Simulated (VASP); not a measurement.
# MgS (Imm2) in VASP: further runs

The runs below take MgS through single point, with PBE.

Everything below comes from runs of VASP 6.6.1. Logs are shortened: lines on timing, memory, paths and dates and some standing lists are left out, and cuts for length are marked.

### Step 1. The cell of the first run

The structure is orthorhombic, space group Imm2 (No. 44). The conventional cell has a = 3.679 Å, b = 5.203 Å, c = 3.679 Å, α = 90.00°, β = 90.00°, γ = 90.00°. Mg (site symmetry mm2) has 4 S at 2.39 to 2.62 Å as nearest neighbours. Around S (site symmetry mm2) lie 4 Mg at 2.39 to 2.62 Å.

### Step 2. Single point, PBE (atom 1 (Mg) moved by (-0.225, -0.225) A along x and z)

The input, INCAR:

```
  ALGO = Fast
  EDIFF = 1E-7
  ENCUT = 520
  GGA = PE
  ISIF = 2
  ISMEAR = 0
  LASPH = T
  LCHARG = T
  LELF = T
  LREAL = F
  LVHAR = T
  LWAVE = F
  NBANDS = 11
  NELM = 100
  PREC = Accurate
  SIGMA = 0.05
```

The input, KPOINTS:

```
k-points
0
Gamma
  8 8 8
```

The input, POSCAR:

```
MgS
1.0
    0.0000000000      2.6016500000      2.6016500000
    2.6016500000      0.0000000000      2.6016500000
    2.6016500000      2.6016500000      0.0000000000
Mg S
1 1
Direct
    0.0000000000     -0.0864835777      0.0000000000
    0.5000000000      0.5000000000      0.5000000000
```

Potentials or basis: VASP PAW PBE potentials, release 64 (Mg, S).

Started as:

```sh
$ cat potpaw_PBE.64/Mg/POTCAR potpaw_PBE.64/S/POTCAR > POTCAR
$ mpirun -np 1 vasp_std > vasp.out
```

OUTCAR:

```text
EDIFF = 1E-7
   ENCUT = 520
   GGA = PE
   ISIF = 2
   ISMEAR = 0
   LASPH = T
   LREAL = F
   NELM = 100
   PREC = Accurate

 ion  position               nearest neighbor table
   1  0.000  0.914  0.000-   2 2.39   2 2.39   2 2.62   2 2.62   2 2.84   2 2.84
   2  0.500  0.500  0.500-   1 2.39   1 2.39   1 2.62   1 2.62   1 2.84   1 2.84

  LATTYP: Found a face centered cubic cell.
 ALAT       =     5.2033000000

  Lattice vectors:

 A1 = (   0.0000000000,   2.6016500000,   2.6016500000)
 A2 = (   2.6016500000,   0.0000000000,   2.6016500000)
 A3 = (   2.6016500000,   2.6016500000,   0.0000000000)

Analysis of symmetry for initial positions (statically):
=====================================================================
 Subroutine PRICEL returns:
 Original cell was already a primitive cell.

 Routine SETGRP: Setting up the symmetry group for a
 face centered cubic supercell.

 Subroutine GETGRP returns: Found  4 space group operations
 (whereof  4 operations were pure point group operations)
 out of a pool of 48 trial point group operations.

The static configuration has the point symmetry C_2v.

Analysis of symmetry for dynamics (positions and initial velocities):
=====================================================================
 Subroutine PRICEL returns:
 Original cell was already a primitive cell.

 Routine SETGRP: Setting up the symmetry group for a
 face centered cubic supercell.

 Subroutine GETGRP returns: Found  4 space group operations
 (whereof  4 operations were pure point group operations)
 out of a pool of 48 trial point group operations.

The dynamic configuration has the point symmetry C_2v.

 Subroutine INISYM returns: Found  4 space group operations
 (whereof  4 operations are pure point group operations),
 and found     1 'primitive' translations

----------------------------------------------------------------------------------------

                                     Primitive cell

  volume of cell :      35.2190

  direct lattice vectors                    reciprocal lattice vectors
     0.000000000  2.601650000  2.601650000    -0.192185728  0.192185728  0.192185728
     2.601650000  0.000000000  2.601650000     0.192185728 -0.192185728  0.192185728
     2.601650000  2.601650000  0.000000000     0.192185728  0.192185728 -0.192185728

  length of vectors
     3.679288715  3.679288715  3.679288715     0.332875446  0.332875446  0.332875446

  position of ions in fractional coordinates (direct lattice)
     0.000000000  0.913516422  0.000000000
     0.500000000  0.500000000  0.500000000

  ion indices of the primitive-cell ions
   primitive index   ion index
                 1           1
                 2           2

----------------------------------------------------------------------------------------

 KPOINTS: k-points

Automatic generation of k-mesh.
 Grid dimensions read from file:
 generate k-points for:    8    8    8

 Generating k-lattice:

  Cartesian coordinates                     Fractional coordinates (reciprocal lattice)
    -0.024023216  0.024023216  0.024023216     0.125000000  0.000000000  0.000000000
     0.024023216 -0.024023216  0.024023216     0.000000000  0.125000000  0.000000000
     0.024023216  0.024023216 -0.024023216     0.000000000  0.000000000  0.125000000

  Length of vectors
     0.041609431  0.041609431  0.041609431

  Shift w.r.t. Gamma in fractional coordinates (k-lattice)
     0.000000000  0.000000000  0.000000000

 Subroutine IBZKPT returns following result:
 ===========================================

 Found     95 irreducible k-points:

 Following reciprocal coordinates:
            Coordinates               Weight
  0.000000  0.000000  0.000000      1.000000
  0.125000  0.000000  0.000000      4.000000
  0.000000  0.125000  0.000000      4.000000
  0.250000  0.000000  0.000000      4.000000
  0.000000  0.250000  0.000000      4.000000
  0.375000  0.000000  0.000000      4.000000
[... 16 lines left out ...]
  0.500000  0.375000  0.500000      4.000000
 -0.375000  0.125000  0.000000      8.000000
 [... further k-points ...]
   k-points           NKPTS =     95   k-points in BZ     NKDIM =     95   number of bands    NBANDS=     11
   number of dos      NEDOS =    301   number of ions     NIONS =      2
   total plane-waves  NPLWV =  21952
   dimension x,y,z NGX =    28 NGY =   28 NGZ =   28
   dimension x,y,z NGXF=    56 NGYF=   56 NGZF=   56
   ions per type =               1   1
   NGX,Y,Z   is equivalent  to a cutoff of  12.65, 12.65, 12.65 a.u.
   NGXF,Y,Z  is equivalent  to a cutoff of  25.30, 25.30, 25.30 a.u.
 SYSTEM =  unknown system
   PREC   = accura    normal or accurate (medium, high low for compatibility)
   ISTART =      0    job   : 0-new  1-cont  2-samecut
   ICHARG =      2    charge: 1-file 2-atom 10-const
   ISPIN  =      1    spin polarized calculation?
   LNONCOLLINEAR =      F non collinear calculations
   LSORBIT =      F    spin-orbit coupling
   LASPH  =      T    aspherical Exc in radial PAW
   ENCUT  =  520.0 eV  38.22 Ry    6.18 a.u.   6.84  6.84  6.84*2*pi/ulx,y,z
   NELM   =    100;   NELMIN=  2; NELMDL= -5     # of ELM steps
   EDIFF  = 0.1E-06   stopping-criterion for ELM
   LREAL  =      F    real-space projection
   EDIFFG = 0.1E-05   stopping-criterion for IOM
   NSW    =      0    number of steps for IOM
   IBRION =     -1    ionic relax: 0-MD 1-quasi-New 2-CG
   NFREE  =      0    steps in history (QN), initial steepest desc. (CG)
   ISIF   =      2    stress and relaxation
   ISYM   =      2    0-nonsym 1-usesym 2-fastsym
   POTIM  = 0.5000    time-step for ionic-motion
   TEBEG  =    0.0;   TEEND  =   0.0 temperature during run
   PSTRESS=    0.0 pullay stress
   NELECT =       8.0000    total number of electrons
   NUPDOWN=      -1.0000    fix difference up-down
   EMIN   =  10.00;   EMAX   =-10.00  energy-range for DOS
   EFERMI =   0.00;   METHOD = LEGACY
   ISMEAR =     0;   SIGMA  =   0.05  broadening in eV -4-tet -1-fermi 0-gaus
   EFERMI_NEDOS =   21; number of points for ismear=-14 and -15
   IALGO  =     68    algorithm
   IMIX   =      4    mixing-type and parameters
     AMIX     =   0.40;   BMIX     =  1.00
     AMIX_MAG =   1.60;   BMIX_MAG =  1.00
  volume/ion in A,a.u.               =      17.61       118.83
  Fermi-wavevector in a.u.,A,eV,Ry     =   0.998878  1.887606 13.575323  0.997758
  Thomas-Fermi vector in A             =   2.131131
   LORBIT       =      0    0 simple, 1 ext, 2 COOP (PROOUT), +10 PAW based schemes
   GGA     = PE    functional components
   LHFCALC =     F    Hartree Fock is set to
   AEXX    =    0.0000 exact exchange contribution
   IVDW    =     0    specifies the selected vdW correction
   LEPSILON=     F    determine dielectric tensor
   LRPA    =     F    only Hartree local field effects (RPA)
 non-spin polarized calculation
 RMM-DIIS sequential band-by-band and
 Gauss-broadening in eV      SIGMA  =   0.05
  energy-cutoff  :      520.00
  volume of cell :       35.22
 maximum number of plane-waves:       960
   NGX = 13   NGY = 13   NGZ = 13

 number of electron       8.0000000 magnetization

 Free energy of the ion-electron system (eV)
  ---------------------------------------------------
  ext. energy  EPLUGINS =         0.00000000
  ---------------------------------------------------
  free energy    TOTEN  =        -8.34951866 eV

  energy without entropy =       -8.34951866  energy(sigma->0) =       -8.34951866

 E-fermi :   3.9937     XC(G=0):  -9.6617

 val. band max:        3.7095812022   @ k =   0.0000   0.0000   0.0000
 cond. band min:       6.5104045808   @ k =   0.5000   0.0000   0.5000
 fundamental gap:      2.8008233786
 Fermi energy:         3.9937041641

 k-point     1 :       0.0000    0.0000    0.0000
  band No.  band energies     occupation
      1      -8.9741      2.00000
      2       3.5452      2.00000
      3       3.7077      2.00000
      4       3.7096      2.00000
      5       7.3971      0.00000
      6      11.6333      0.00000
      7      11.6372      0.00000
      8      11.7724      0.00000
      9      14.2037      0.00000
     10      14.3293      0.00000
     11      16.0617      0.00000

 k-point     2 :       0.1250    0.0000    0.0000
  band No.  band energies     occupation
      1      -8.8242      2.00000
      2       2.5759      2.00000
      3       3.5605      2.00000
      4       3.6229      2.00000
      5       8.1682      0.00000
      6      11.2398      0.00000
      7      11.9152      0.00000
      8      12.0634      0.00000
      9      13.4944      0.00000
     10      13.7511      0.00000
     11      16.2545      0.00000

 k-point     3 :       0.0000    0.1250    0.0000
  band No.  band energies     occupation
      1      -8.8251      2.00000
      2       2.6685      2.00000
      3       3.4490      2.00000
      4       3.6159      2.00000
      5       8.2077      0.00000
      6      11.3243      0.00000
      7      11.8798      0.00000
      8      11.9222      0.00000
      9      13.6103      0.00000
     10      13.6282      0.00000
     11      16.4682      0.00000

 k-point     4 :       0.2500    0.0000    0.0000
  band No.  band energies     occupation
      1      -8.4193      2.00000
      2       0.8579      2.00000
      3       3.3434      2.00000
      4       3.4136      2.00000
      5       8.6169      0.00000
      6      11.5013      0.00000
      7      11.6355      0.00000
      8      12.0708      0.00000
      9      13.9350      0.00000
     10      14.2615      0.00000
     11      15.4678      0.00000
[... 239 lines left out ...]
 k-point    22 :       0.1250    0.0000    0.5000
  band No.  band energies     occupation
      1      -7.6386      2.00000
      2      -0.8920      2.00000
      3       2.4444      2.00000
      4       2.9659      2.00000
      5       8.8540      0.00000
      6       9.9186      0.00000
      7      11.4746      0.00000
      8      13.7428      0.00000
      9      15.4362      0.00000
     10      17.5595      0.00000
     11      18.2646      0.00000

 k-point    23 :       0.5000    0.3750    0.5000
  band No.  band energies     occupation
      1      -7.6474      2.00000
      2      -0.8320      2.00000
      3       2.5097      2.00000
      4       2.7897      2.00000
      5       8.9223      0.00000
      6      10.0236      0.00000
      7      11.2752      0.00000
      8      13.5078      0.00000
      9      15.9104      0.00000
     10      17.5737      0.00000
     11      17.9768      0.00000

 k-point    24 :      -0.3750    0.1250    0.0000
  band No.  band energies     occupation
      1      -7.7201      2.00000
      2      -0.7097      2.00000
      3       2.3739      2.00000
      4       3.0842      2.00000
      5       9.0179      0.00000
      6      10.1974      0.00000
      7      11.2084      0.00000
      8      13.4752      0.00000
      9      15.6182      0.00000
     10      16.1690      0.00000
     11      18.4502      0.00000

 [... further k-points ...]
[... 5 lines left out ...]
  --------------------------------------------------------------------------------------
  -------------------------------------------------------------------------------------
  Total        1.3894211      0.0264346      1.3894211      0.0000000      0.0000000     -0.2295774
  in kB       63.2073926      1.2025581     63.2073926      0.0000000      0.0000000    -10.4439104
  external PRESSURE =      42.5391144 kB  Pullay stress =       0.0000000 kB

 VOLUME and BASIS-vectors are now :
 -----------------------------------------------------------------------------
  energy-cutoff  :      520.00
  volume of cell :       35.22
      direct lattice vectors                 reciprocal lattice vectors
     0.000000000  2.601650000  2.601650000    -0.192185728  0.192185728  0.192185728
     2.601650000  0.000000000  2.601650000     0.192185728 -0.192185728  0.192185728
     2.601650000  2.601650000  0.000000000     0.192185728  0.192185728 -0.192185728

 POSITION                                       TOTAL-FORCE (eV/Angst)
 -----------------------------------------------------------------------------------
      2.37665      0.00000      2.37665         0.723851      0.000000      0.723851
      2.60165      2.60165      2.60165        -0.723851      0.000000     -0.723851
 -----------------------------------------------------------------------------------
    total drift:                                0.000214      0.000000      0.000214

  FREE ENERGIE OF THE ION-ELECTRON SYSTEM (eV)
  ---------------------------------------------------
  free  energy   TOTEN  =        -8.3495186634 eV

  energy  without entropy=       -8.3495186634  energy(sigma->0) =       -8.34951866
```

Wall time 28 s (1 thread of Intel Xeon Platinum 8488C (Sapphire Rapids), shared host); peak memory 0.17 GiB.

What came out:

```yaml
Free_energy: -8.3495 eV
Pressure: 4.3 GPa
Largest_force: 1.024 eV/Å
Band_gap_on_the_k_mesh: 2.80 eV, indirect (least direct gap 3.69 eV)
```

Forces on the atoms (eV/Å):
```
Mg   0.724  0.000  0.724
S   -0.724  0.000 -0.724
```

Caveat: forces of over 1 eV/Å show positions far from the minimum, so gaps and moduli don't describe the material at rest.

(Continued in part 2 of 3.)
